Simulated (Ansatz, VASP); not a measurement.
One calculation of SnO2 (Cassiterite), two programs

INCAR

```
SYSTEM = SnO2
PREC = Accurate
ENCUT = 520
EDIFF = 1E-7
ISMEAR = 0
SIGMA = 0.1
LREAL = .False.
LASPH = .True.
NELM = 60
ALGO = Normal
ISIF = 2
LWAVE = .False.
LCHARG = .False.
GGA = PE
NBANDS = 35
```

The input KPOINTS:

```
regular mesh
0
Gamma
  4 4 6
  0 0 0
```

Contents of POSCAR:

```
SnO2
1.0
    4.7380000000      0.0000000000      0.0000000000
    0.0000000000      4.7380000000      0.0000000000
    0.0000000000      0.0000000000      3.1865000000
Sn O
2 4
Direct
    0.0000000000      0.0000000000      0.0000000000
    0.5000000000      0.5000000000      0.5000000000
    0.3071000000      0.3071000000      0.0000000000
    0.1929000000      0.8071000000      0.5000000000
    0.6929000000      0.6929000000      0.0000000000
    0.8071000000      0.1929000000      0.5000000000
```

Input for Ansatz:

```yaml
crystal:
  lattice:
    - [4.738, 0.0, 0.0]
    - [0.0, 4.738, 0.0]
    - [0.0, 0.0, 3.1865]
  atoms:
    - { symbol: Sn, position: [0.0, 0.0, 0.0] }
    - { symbol: Sn, position: [0.5, 0.5, 0.5] }
    - { symbol: O, position: [0.3071, 0.3071, 0.0] }
    - { symbol: O, position: [0.1929, 0.8071, 0.5] }
    - { symbol: O, position: [0.6929, 0.6929, 0.0] }
    - { symbol: O, position: [0.8071, 0.1929, 0.5] }
basis:
  ecutwfc: 420
kpoints:
  mp_grid: { grid: [4, 4, 6] }
hamiltonian:
  xc: pbe
scf:
  occupations: { method: gaussian, width: 0.1 }
output:
  forces: true
  stress: true
  eigenvalues: true
```

Alike in both runs: task single point; functional PBE; k mesh 4 × 4 × 6; occupations gaussian, width 0.1 eV; no spin polarisation.

```csv
,VASP,Ansatz
version,VASP 6.6.1,Ansatz 0.2.0
potentials or method,"VASP PAW PBE potentials, release 64 (Sn_d, O)","scalar-relativistic, plane waves, PAW"
plane-wave cutoff (eV),520,420
valence electrons in the cell,52,52
```

|  | VASP | Ansatz | Ansatz less VASP |
| --- | --- | --- | --- |
| gap on the k mesh at the Fermi level (eV) | 1.27 | 1.28 | +0.010 |
| least direct gap on the mesh (eV) | 1.27 | 1.28 | +0.010 |
| pressure (GPa) | 11.8 | 11.1 | -0.71 |
| largest component of the traceless stress (GPa) | 2.19 | 1.96 | -0.239 |
| rms of the force components (eV/Å) | 0.139 | 0.130 | -0.0091 |

Atom by atom the forces differ by 0.009 eV/Å (rms over components).

Caveats: spin-orbit coupling is left out, which moves the levels of the heavy elements. A hybrid or GW would open this gap; PBE tends to underestimate it.
